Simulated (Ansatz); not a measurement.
# Structures of Al₂Ru: which is lowest?

Plane-wave DFT in Ansatz with scalar-relativistic PAW potentials, cutoff 420 eV, Γ-centred meshes chosen by cell and gap, Gaussian smearing with energies taken to zero width. Every cell was relaxed (cell and atoms) in a run of its own, within the symmetry of its start. Functional: PBEsol.

Relaxed structures (starts from databases or built by putting these elements on another compound's sites):
A. Fddd, 6 atoms in the computed cell, a = 4.701 Å, b = 7.975 Å, c = 8.770 Å; sites (symmetry × multiplicity) Al .2. × 16, Ru 222 × 8; start: database
B. I4/mmm, 3 atoms in the computed cell, a = 3.121 Å, c = 8.423 Å; sites (symmetry × multiplicity) Al 4mm × 4, Ru 4/mmm × 2; start: database

Question: Rank them by energy. Could pressure change the order?

Answer:
| structure | group | E − E(lowest) (meV/atom) | V (Å³/atom) | gap on mesh (eV) |
| --- | --- | --- | --- | --- |
| A | Fddd | 0.0 | 13.70 | 0.08 |
| B | I4/mmm | 29.2 | 13.68 | 0.00 |

A is lowest, 29 meV/atom under B. The two lowest differ in volume by under 3 %, too little for a first-order estimate of what pressure does to that pair (other pairs aren't weighed here); with rigid cells even 3 % in favour of the higher one would need about 11 GPa. Other structures may lie lower than all of these, and vibrations aren't counted.